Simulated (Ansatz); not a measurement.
**SiC under changes of volume**

One of the cells (10.313 Å³/atom); the others are scaled copies at fixed shape and fractional positions:

```
Si C
1.0
     3.07569    0.00000    0.00000
    -1.53785    2.66363    0.00000
     0.00000    0.00000   10.07065
Si C
4 4
Direct
  0.00000 0.00000 0.18789
  0.00000 0.00000 0.68789
  0.33333 0.66667 0.43784
  0.66667 0.33333 0.93784
  0.00000 0.00000 0.00046
  0.00000 0.00000 0.50046
  0.33333 0.66667 0.24980
  0.66667 0.33333 0.74980
```

The cell is a database's computed one.

```yaml
Program: Ansatz 0.2.0
Functional: PBEsol
Dispersion: D3(BJ)
Potentials_or_basis: Ansatz PAW
Cutoff: "420 eV (not typed: the program's choice for these potentials)"
k_mesh: 10 × 10 × 3
Occupations: fermi-dirac, width 0.05 eV
Spin: no spin polarisation
```

| volume (Å³/atom) | energy over the lowest point (meV/atom) | pressure (GPa) | gap on the mesh (eV) | largest force (eV/Å) |
| --- | --- | --- | --- | --- |
| 9.694 | 16.18 | 11.7 | 2.13 | 0.027 |
| 9.900 | 4.70 | 6.2 | 2.12 | 0.019 |
| 10.107 | 0.00 | 1.2 | 2.12 | 0.012 |
| 10.313 | 1.45 | -3.4 | 2.12 | 0.005 |
| 10.519 | ? | ? | ? | ? |
| 10.726 | 20.55 | -11.2 | 2.11 | 0.008 |
| 10.932 | 37.16 | -14.6 | 2.10 | 0.013 |

Question: What does the run at 10.519 Å³/atom give?

Answer: Energy over the lowest point 8.48 meV/atom; pressure -7.5 GPa; gap on the mesh 2.11 eV; largest force 0.002 eV/Å.

Worked out: A Birch-Murnaghan fit of order 3 (a polynomial in V^(-2/3)) to the other rows has its minimum at 10.16 Å³/atom with B0 = V·E''(V) = 229 GPa and B' = 3.9 at fixed shape and positions, which overstates the stiffness. It gives 8.45 meV/atom at 10.519 Å³/atom, against the run's 8.48, and -dE/dV = -7.5 GPa, against -7.5. A straight line through the other rows of the gap, of slope -0.211 eV per unit of ln V, gives 2.11 eV, against the run's 2.11.

Energies are extrapolated to zero smearing.

Caveats: odd divisions of the mesh miss points on the zone boundary, where band edges often lie, so the gap on the mesh can be too wide; the PAW data sets come from PBE, with cores solved anew for the run's functional, which leaves a small shift of forces and pressure.

A mesh can miss the band edges.
